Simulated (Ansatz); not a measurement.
## From the elastic tensor of GaAs at 3 GPa (stress–strain coefficients) to moduli and sound speeds

Method: DFT PBE, scalar-relativistic, plane waves, PAW (Ansatz 0.2.0). Cutoff 420 eV, 12×12×12 k-points (Γ-centred), fixed occupations. No spin polarisation.

Symmetry: F-43m, No. 216, cubic system. The conventional cell has a = 5.661 Å, b = 5.661 Å, c = 5.661 Å, α = 90.00°, β = 90.00°, γ = 90.00°. Ga (site symmetry -43m) is surrounded by 4 As at 2.45 Å. As (site symmetry -43m) is surrounded by 4 Ga at 2.45 Å.

Relaxed-ion constants (GPa, on the Cartesian axes of the calculation):
C11 = 113.8, C12 = 55.1, C13 = 55.1, C22 = 113.8, C23 = 55.1, C33 = 113.8, C44 = 54.9, C55 = 54.9, C66 = 54.9 GPa; the others vanish.

Density 5.297 g/cm³; 2 atoms in 45.35 Å³.

The values that follow are for a polycrystal of randomly turned grains, by Hill's mean where one number stands.

With S = C⁻¹: B_V = (C11+C22+C33+2(C12+C13+C23))/9, G_V = (C11+C22+C33−C12−C13−C23+3(C44+C55+C66))/15, 1/B_R = S11+S22+S33+2(S12+S13+S23), 15/G_R = 4(S11+S22+S33−S12−S13−S23)+3(S44+S55+S66); Hill is their mean. Then v_l = √((B+4G/3)/ρ), v_t = √(G/ρ), v_m = [(2/v_t³+1/v_l³)/3]^(−1/3) and Θ = (ħ/k_B)·v_m·(6π²n/V)^(1/3) for n atoms in the volume V; E = 9BG/(3B+G), ν = (3B−2G)/(2(3B+G)) and A^U = 5G_V/G_R + B_V/B_R − 6.

```
Bulk modulus, Voigt / Reuss / Hill          : 74.7 / 74.7 / 74.7 GPa
Shear modulus, Voigt / Reuss / Hill         : 44.7 / 40.7 / 42.7 GPa
Young's modulus                             : 108 GPa
Poisson ratio                               : 0.260
Pugh ratio B/G                              : 1.75
Universal anisotropy index                  : 0.49
Longitudinal and transverse sound speeds    : 4986 and 2840 m/s
Debye temperature from the mean sound speed : 332 K
```

Cost: 1 run of about 6.5 core-minutes, on Intel Xeon Processor @ 2.70GHz (shared hosts).

The crystal resists shear along the cube axes (C44 = 54.9 GPa) much more strongly than the tetragonal shear governed by C11 − C12, so it is stiffest along ⟨111⟩, the bond directions, and softest along ⟨100⟩. This follows from directional sp³ bonding: tetragonal shear mainly bends bond angles, whereas the C44 strain also stretches bonds, a cost only partly relieved by the displacement of the two sublattices against each other. The near equality of C12 and C44 is no sign of central forces, since the atoms do not sit at inversion centres and the crystal is under pressure.

The bulk modulus of 74.7 GPa is close to that measured at ambient pressure, although the compressed crystal should be clearly stiffer. The likely cause is PBE's underbinding, which leaves the cell too large even at 3 GPa. A Pugh ratio of 1.75 lies at the customary brittle–ductile boundary and does not support ductility in a semiconductor known to cleave. The constants imply stability against small homogeneous strains, but not against short-wavelength phonons or a transition to a denser phase.
